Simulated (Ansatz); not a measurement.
# MoS2: the cost of one run

Method: DFT PBE+U (U_eff = 6 eV on Mo d, around-mean-field double counting), plane waves, PAW, in Ansatz 0.2.0.

The COD entry's cell or inner coordinates are ideal or old and differ from later refinements, so a difference from it is no clean test against experiment.

9 further runs of the same task are left out: 9 that didn't finish.

**1. The structure to begin with**

It takes space group R-3m (No. 166, trigonal). The conventional cell has a = 3.171 Å, b = 3.171 Å, c = 18.345 Å, α = 90.00°, β = 90.00°, γ = 120.00°. Mo (site symmetry -3m) has 6 S at 2.39 Å as nearest neighbours. S (site symmetry 3m) is surrounded by 3 Mo at 2.39 Å.

As a file:

```
Mo S
1.0
     1.58550    0.91539    6.11500
    -1.58550    0.91539    6.11500
     0.00000   -3.66156   12.23000
Mo S
2 4
Cartesian
  0.0000 0.0000 0.0000
  0.0000 -1.8308 6.1150
  0.0000 0.0000 13.7587
  0.0000 0.0000 4.5862
  0.0000 -1.8308 19.8737
  0.0000 -1.8308 10.7012
```

An earlier series on this cell reached its lowest free state from «ferrimagnetic site moments held at first, then free», perhaps among other starts.

**2. Total moment locked, 4.40 μB per cell**

Contents of input.yaml:

```yaml
crystal:
  lattice:
    - [1.58550029, 0.91538902, 6.11499825]
    - [-1.58550029, 0.91538902, 6.11499825]
    - [0.0, -3.66155608, 12.2299965]
  atoms:
    - { symbol: Mo, position: [0.0, 0.0, 0.0], spin: 2.2 }
    - { symbol: S, position: [0.75, 0.75, 0.375] }
    - { symbol: S, position: [0.25, 0.25, 0.125] }
    - { symbol: Mo, position: [0.0, 0.0, 0.5], spin: 2.2 }
    - { symbol: S, position: [0.75, 0.75, 0.875] }
    - { symbol: S, position: [0.25, 0.25, 0.625] }
basis:
  ecutwfc: 420
  ecutrho_ratio: 4
kpoints:
  mp_grid: { grid: [7, 7, 4] }
hamiltonian:
  xc: pbe
  hubbard:
    sites:
      - { site: 0, l: d, u_eff: 6.0, starting_ns: [{ spin: up, occupation_matrix: s0up }, { spin: down, occupation_matrix: s0down }] }
      - { site: 3, l: d, u_eff: 6.0, starting_ns: [{ spin: up, occupation_matrix: s3up }, { spin: down, occupation_matrix: s3down }] }
    double_counting: amf
    occupation_matrices:
      s0up:
        matrix:
          - [0.11072, 0.0, -0.27421, -0.05255, 0.0]
          - [0.0, 0.25456, 0.0, 0.0, 0.40965]
          - [-0.27421, 0.0, 0.84884, 0.15885, 0.0]
          - [-0.05255, 0.0, 0.15885, 0.05044, 0.0]
          - [0.0, 0.40965, 0.0, 0.0, 0.73544]
      s0down:
        matrix:
          - [0.02, 0.0, 0.0, 0.0, 0.0]
          - [0.0, 0.02, 0.0, 0.0, 0.0]
          - [0.0, 0.0, 0.02, 0.0, 0.0]
          - [0.0, 0.0, 0.0, 0.02, 0.0]
          - [0.0, 0.0, 0.0, 0.0, 0.02]
      s3up:
        matrix:
          - [0.11072, 0.0, -0.27421, -0.05255, 0.0]
          - [0.0, 0.25456, 0.0, 0.0, 0.40965]
          - [-0.27421, 0.0, 0.84884, 0.15885, 0.0]
          - [-0.05255, 0.0, 0.15885, 0.05044, 0.0]
          - [0.0, 0.40965, 0.0, 0.0, 0.73544]
      s3down:
        matrix:
          - [0.02, 0.0, 0.0, 0.0, 0.0]
          - [0.0, 0.02, 0.0, 0.0, 0.0]
          - [0.0, 0.0, 0.02, 0.0, 0.0]
          - [0.0, 0.0, 0.0, 0.02, 0.0]
          - [0.0, 0.0, 0.0, 0.0, 0.02]
    ns_hold: { iters: 8 }
scf:
  occupations: { method: gaussian, width: 0.05 }
  lower_state_search: "off"
  max_iter: 150
output:
  forces: true
  stress: true
  eigenvalues: true
  populations: true
  hubbard: { sites: [{ site: 0, l: d }, { site: 3, l: d }] }
magnetization:
  spin_polarized: true
  initial_magnetization: 4.4
  spin_locking: { lock_magnetization: hard }
```

The typed matrices are held for 8 cycles. The lock stays on to the end, so the result is a constrained state.

Run with:

```console
> ansatz run input.yaml --threads 4 --pin off --max-ram 6144MiB --backend cpu --events-out ev --progress --plain --runs-dir out
```

Q: Estimate wall time and peak memory on 4 threads of Arm Neoverse V2, shared host.

About 32 s, with a peak of 0.74 GiB.
